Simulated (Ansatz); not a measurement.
# Straining AlN

Theory: Ansatz 0.2.0, DFT PBE, scalar-relativistic, plane waves, PAW. (420 eV cutoff, 8×8×6 k-mesh, Gaussian smearing of 0.02 eV, no spin polarisation)

Starting point, cell and atoms relaxed:

```
CELL_PARAMETERS angstrom
2.20159 2.20159 0.00000
-2.20159 2.20159 0.00000
0.00000 0.00000 4.40317
ATOMIC_POSITIONS crystal
Al 0.00000 0.00000 0.00000
Al 0.50000 0.50000 0.50000
N 0.50000 0.00000 0.25000
N 0.00000 0.50000 0.75000
```

Deformation: uniaxial strain along c, with the lengths of a and b and the atoms relaxed and the angles held, all within the symmetry that the strain leaves. Energies are extrapolated to zero smearing. Gaps are Kohn–Sham gaps over the whole zone.

```csv
strain (%),ΔE (meV/atom),a (Å),b (Å),c (Å),gap (eV)
-4.5,10.9,3.165,3.165,4.205,3.01
-3.0,5.0,3.147,3.147,4.271,3.10
-1.5,1.3,3.130,3.130,4.337,3.20
+0.0,0.0,3.114,3.114,4.403,3.31
+1.5,1.4,3.098,3.098,4.469,3.25
+3.0,5.7,3.083,3.083,4.535,3.19
+4.5,13.1,3.069,3.069,4.601,3.12
```

Task: What stiffness (1/V) d²E/dε² at zero strain does a cubic fit over all points give?

Result: A cubic fit gives (1/V) d²E/dε² = 178 GPa at zero strain (Young's modulus along this axis, angles held).

Task: How does the free axis a answer a small strain?

Result: Between the innermost points its strain is -0.34 times the applied one.

Task: How fast does the gap move with strain on either side?

Result: 72 meV per percent on the compressed side and -41 meV per percent on the stretched side.

This zinc-blende form isn't the usual stable structure of the compound.